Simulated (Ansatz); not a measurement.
Magnetic states of nickel, diamond

These are results of DFT, RPBE, plane waves (420 eV) with PAW, scalar-relativistic (Ansatz 0.2.0), not measurements. (PAW data from PBE, frozen cores regenerated.)

Each start was relaxed and then solved on a dense mesh, with Fermi-Dirac smearing of 0.05 eV (0.1 eV in a metal without spin) extrapolated to zero. Rows within 2 meV/atom of each other tie.

**Question.** Where does each start end, and how do the energies compare? Starts: antiferromagnetic; non-magnetic; ferromagnetic.

**Answer.** 
```tsv
start	ends	ΔE (meV/atom)	V (Å³/atom)
antiferromagnetic	ferromagnetic, net 0.81 μB per atom	0.0	17.21
ferromagnetic	ferromagnetic, net 0.81 μB per atom	0.0	17.21
non-magnetic	spin not included	97.1	17.18
```
